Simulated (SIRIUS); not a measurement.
Crystal: Ta.

```
CELL_PARAMETERS angstrom
-1.65128 1.65128 1.65128
1.65128 -1.65128 1.65128
1.65128 1.65128 -1.65128
ATOMIC_POSITIONS crystal
Ta 0.00000 0.00000 0.00000
```

Base run:

```yaml
Program: SIRIUS 7.10.0
Functional: N12
Potentials_or_basis: PseudoDojo 0.4.1 PBE standard (scalar relativistic)
Cutoff: 807 eV
Density_cutoff: 3227 eV
k_mesh: 11 × 11 × 11
Occupations: fermi-dirac, width 0.05 eV
Spin: no spin polarisation
```

Its results: band gap on the k mesh none (metal or under the smearing width); pressure -1.9 GPa.

**Question.** After a change of settings the same cell gave: band gap on the k mesh none (metal or under the smearing width); pressure -8.4 GPa. Which change was it?
A. functional from N12 to LDA; libxc names from ["XC_GGA_X_N12", "XC_GGA_C_N12"] to ["XC_LDA_X", "XC_LDA_C_PW"]
B. functional from N12 to APBE; libxc names from ["XC_GGA_X_N12", "XC_GGA_C_N12"] to ["XC_GGA_X_APBE", "XC_GGA_C_APBE"]
C. functional from N12 to BPBE; libxc names from ["XC_GGA_X_N12", "XC_GGA_C_N12"] to ["XC_GGA_X_B88", "XC_GGA_C_PBE"]
D. functional from N12 to BLYP; libxc names from ["XC_GGA_X_N12", "XC_GGA_C_N12"] to ["XC_GGA_X_B88", "XC_GGA_C_LYP"]

**Answer.** A.

Caveats: the potentials were made for another functional, which shifts forces and pressure.

Runs at the PBE level aren't shown here.
